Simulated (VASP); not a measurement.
# Li2O (Fm-3m) in VASP: notebook

The runs below take Li2O through single point, relaxation of cell and atoms, with LDA.

All numbers are computed with VASP 6.6.1; they aren't measurements. Logs are shortened: lines on timing, memory, paths and dates and some standing lists are left out, and cuts for length are marked.

### Step 1. Starting point

The structure is cubic, space group Fm-3m (No. 225). Conventional cell: a = 4.494 Å, b = 4.494 Å, c = 4.494 Å, α = 90.00°, β = 90.00°, γ = 90.00°. Around Li (site symmetry -43m) lie 4 O at 1.95 Å. O (site symmetry m-3m) is surrounded by 8 Li at 1.95 Å.

### Step 2. Single point, LDA

The input, INCAR:

```
PREC = Accurate
ENCUT = 520
EDIFF = 1E-6
ISMEAR = 0
SIGMA = 0.02
LREAL = F
LASPH = T
NELM = 60
ALGO = Normal
ISIF = 2
LWAVE = F
LCHARG = T
GGA = CA
LELF = T
LVHAR = T
NBANDS = 13
```

The input, KPOINTS:

```
regular mesh
0
Gamma
  8 8 8
```

The input, POSCAR:

```
Li2O
1.0
    0.0000000000      2.2469739747      2.2469739747
    2.2469739747      0.0000000000      2.2469739747
    2.2469739747      2.2469739747      0.0000000000
Li O
2 1
Direct
    0.2500000000      0.2500000000      0.2500000000
    0.7500000000      0.7500000000      0.7500000000
    0.0000000000      0.0000000000      0.0000000000
```

Potentials or basis: VASP PAW LDA potentials, release 64 (Li_sv, O).

On the command line:

```
> cat potpaw_LDA.64/Li_sv/POTCAR potpaw_LDA.64/O/POTCAR > POTCAR
> mpirun -np 1 vasp_std > vasp.out
```

OUTCAR:

```text
PREC = Accurate
   ENCUT = 520
   EDIFF = 1E-6
   ISMEAR = 0
   LREAL = F
   LASPH = T
   NELM = 60
   ISIF = 2
   GGA = CA

 ion  position               nearest neighbor table
   1  0.250  0.250  0.250-   3 1.95   3 1.95   3 1.95   3 1.95   2 2.25   2 2.25   2 2.25   2 2.25
                             2 2.25   2 2.25
   2  0.750  0.750  0.750-   3 1.95   3 1.95   3 1.95   3 1.95   1 2.25   1 2.25   1 2.25   1 2.25
                             1 2.25   1 2.25
   3  0.000  0.000  0.000-   1 1.95   2 1.95   2 1.95   2 1.95   2 1.95   1 1.95   1 1.95   1 1.95

  LATTYP: Found a face centered cubic cell.
 ALAT       =     4.4939479494

  Lattice vectors:

 A1 = (   0.0000000000,   2.2469739747,   2.2469739747)
 A2 = (   2.2469739747,   0.0000000000,   2.2469739747)
 A3 = (   2.2469739747,   2.2469739747,   0.0000000000)

Analysis of symmetry for initial positions (statically):
=====================================================================
 Subroutine PRICEL returns:
 Original cell was already a primitive cell.

 Routine SETGRP: Setting up the symmetry group for a
 face centered cubic supercell.

 Subroutine GETGRP returns: Found 48 space group operations
 (whereof 48 operations were pure point group operations)
 out of a pool of 48 trial point group operations.

The static configuration has the point symmetry O_h .

Analysis of symmetry for dynamics (positions and initial velocities):
=====================================================================
 Subroutine PRICEL returns:
 Original cell was already a primitive cell.

 Routine SETGRP: Setting up the symmetry group for a
 face centered cubic supercell.

 Subroutine GETGRP returns: Found 48 space group operations
 (whereof 48 operations were pure point group operations)
 out of a pool of 48 trial point group operations.

The dynamic configuration has the point symmetry O_h .

 Subroutine INISYM returns: Found 48 space group operations
 (whereof 48 operations are pure point group operations),
 and found     1 'primitive' translations

----------------------------------------------------------------------------------------

                                     Primitive cell

  volume of cell :      22.6895

  direct lattice vectors                    reciprocal lattice vectors
     0.000000000  2.246973975  2.246973975    -0.222521491  0.222521491  0.222521491
     2.246973975  0.000000000  2.246973975     0.222521491 -0.222521491  0.222521491
     2.246973975  2.246973975  0.000000000     0.222521491  0.222521491 -0.222521491

  length of vectors
     3.177701069  3.177701069  3.177701069     0.385418529  0.385418529  0.385418529

  position of ions in fractional coordinates (direct lattice)
[... 91 lines left out ...]
   PSTRESS=    0.0 pullay stress
   NELECT =      12.0000    total number of electrons
   NUPDOWN=      -1.0000    fix difference up-down
   EMIN   =  10.00;   EMAX   =-10.00  energy-range for DOS
   EFERMI =   0.00;   METHOD = LEGACY
   ISMEAR =     0;   SIGMA  =   0.02  broadening in eV -4-tet -1-fermi 0-gaus
   EFERMI_NEDOS =   21; number of points for ismear=-14 and -15
   IALGO  =     38    algorithm
   IMIX   =      4    mixing-type and parameters
     AMIX     =   0.40;   BMIX     =  1.00
     AMIX_MAG =   1.60;   BMIX_MAG =  1.00
  volume/ion in A,a.u.               =       7.56        51.04
  Fermi-wavevector in a.u.,A,eV,Ry     =   1.323916  2.501839 23.847672  1.752754
  Thomas-Fermi vector in A             =   2.453489
   LORBIT       =      0    0 simple, 1 ext, 2 COOP (PROOUT), +10 PAW based schemes
   GGA     = CA    functional components
   LHFCALC =     F    Hartree Fock is set to
   AEXX    =    0.0000 exact exchange contribution
   IVDW    =     0    specifies the selected vdW correction
   LEPSILON=     F    determine dielectric tensor
   LRPA    =     F    only Hartree local field effects (RPA)
 non-spin polarized calculation
 Gauss-broadening in eV      SIGMA  =   0.02
  energy-cutoff  :      520.00
  volume of cell :       22.69
 maximum number of plane-waves:       620
   NGX = 11   NGY = 11   NGZ = 11

 number of electron      12.0000018 magnetization

 Free energy of the ion-electron system (eV)
  ---------------------------------------------------
  ext. energy  EPLUGINS =         0.00000000
  ---------------------------------------------------
  free energy    TOTEN  =       -15.74839798 eV

  energy without entropy =      -15.74839798  energy(sigma->0) =      -15.74839798

 E-fermi :   1.8081     XC(G=0): -10.6042

 val. band max:        1.6156570879   @ k =   0.0000   0.0000   0.0000
 cond. band min:       6.5563845697   @ k =   0.5000   0.5000   0.0000
 fundamental gap:      4.9407274819
 Fermi energy:         1.8080867886

 k-point     1 :       0.0000    0.0000    0.0000
  band No.  band energies     occupation
      1     -40.1521      2.00000
      2     -39.6735      2.00000
      3     -13.6170      2.00000
      4       1.6157      2.00000
      5       1.6157      2.00000
      6       1.6157      2.00000
      7       7.5089      0.00000
      8      13.6559      0.00000
      9      13.6559      0.00000
     10      13.6559      0.00000
     11      21.2049      0.00000
     12      21.2049      0.00000
     13      21.2049      0.00000
[... 354 lines left out ...]
  band No.  band energies     occupation
      1     -39.8876      2.00000
      2     -39.8866      2.00000
      3     -13.3697      2.00000
      4      -1.0785      2.00000
      5       0.5175      2.00000
      6       0.6966      2.00000
      7       9.7815      0.00000
      8      12.4235      0.00000
      9      15.0876      0.00000
     10      15.5952      0.00000
     11      19.8042      0.00000
     12      20.0769      0.00000
     13      25.6606      0.00000

 [... further k-points ...]
[... 5 lines left out ...]
  --------------------------------------------------------------------------------------
  -------------------------------------------------------------------------------------
  Total        0.0176643      0.0176643      0.0176643      0.0000000      0.0000000     -0.0000000
  in kB        1.2473322      1.2473322      1.2473322      0.0000000      0.0000000     -0.0000000
  external PRESSURE =       1.2473322 kB  Pullay stress =       0.0000000 kB

 VOLUME and BASIS-vectors are now :
 -----------------------------------------------------------------------------
  energy-cutoff  :      520.00
  volume of cell :       22.69
      direct lattice vectors                 reciprocal lattice vectors
     0.000000000  2.246973975  2.246973975    -0.222521491  0.222521491  0.222521491
     2.246973975  0.000000000  2.246973975     0.222521491 -0.222521491  0.222521491
     2.246973975  2.246973975  0.000000000     0.222521491  0.222521491 -0.222521491

 POSITION                                       TOTAL-FORCE (eV/Angst)
 -----------------------------------------------------------------------------------
      1.12349      1.12349      1.12349         0.000000      0.000000      0.000000
      3.37046      3.37046      3.37046        -0.000000     -0.000000     -0.000000
      0.00000      0.00000      0.00000         0.000000     -0.000000     -0.000000
 -----------------------------------------------------------------------------------
    total drift:                               -0.000000      0.000000      0.000000

  FREE ENERGIE OF THE ION-ELECTRON SYSTEM (eV)
  ---------------------------------------------------
  free  energy   TOTEN  =       -15.7483979773 eV

  energy  without entropy=      -15.7483979773  energy(sigma->0) =      -15.74839798
```

OSZICAR:

```text
N       E                     dE             d eps       ncg     rms          rms(c)
DAV:   1     0.391638972402E+02    0.39164E+02   -0.60000E+03   762   0.992E+02
DAV:   2    -0.120597611645E+02   -0.51224E+02   -0.49191E+02   907   0.214E+02
DAV:   3    -0.174635270564E+02   -0.54038E+01   -0.53510E+01  1424   0.499E+01
DAV:   4    -0.175033436531E+02   -0.39817E-01   -0.39815E-01   863   0.593E+00
DAV:   5    -0.175035890953E+02   -0.24544E-03   -0.24544E-03  1087   0.366E-01    0.730E+00
DAV:   6    -0.158252504151E+02    0.16783E+01   -0.77344E+00   794   0.149E+01    0.274E+00
DAV:   7    -0.157735296101E+02    0.51721E-01   -0.18309E-01   944   0.300E+00    0.144E+00
DAV:   8    -0.157500633975E+02    0.23466E-01   -0.69058E-02  1001   0.227E+00    0.396E-01
DAV:   9    -0.157483527524E+02    0.17106E-02   -0.51309E-03   897   0.609E-01    0.110E-01
DAV:  10    -0.157484130079E+02   -0.60255E-04   -0.26116E-04   924   0.147E-01    0.344E-02
DAV:  11    -0.157483981150E+02    0.14893E-04   -0.28985E-05   944   0.550E-02    0.893E-03
DAV:  12    -0.157483979773E+02    0.13772E-06   -0.38805E-06   973   0.199E-02
   1 F= -.15748398E+02 E0= -.15748398E+02  d E =-.413338E-44
```

Run time: 7.9 s. Hardware: 1 thread of Intel Xeon Platinum 8259CL at 2.50GHz (Skylake/Cascade Lake), shared host; peak memory 0.12 GiB.

Results:

```
Free energy            : -15.7484 eV
Band gap on the k mesh : 4.94 eV, indirect (least direct gap 5.89 eV)
```

Levels at points of the mesh, in eV from the valence-band top:
| k point | band 4 | band 5 | band 6 | band 7 | band 8 | band 9 |
| --- | --- | --- | --- | --- | --- | --- |
| (0.00, 0.00, 0.00) | 0.00 | 0.00 | 0.00 | 5.89 | 12.04 | 12.04 |
| (0.50, 0.00, 0.00) | -3.01 | -0.51 | -0.51 | 9.63 | 10.53 | 12.21 |
| (0.50, 0.50, 0.00) | -1.65 | -1.58 | -1.58 | 4.94 | 14.03 | 14.03 |

Caveat: the cutoff is under 1.25 times the usual one of these potentials, so pressure, stress and relaxed cells hold a basis-set (Pulay) error.

[end of part 1 of 2]
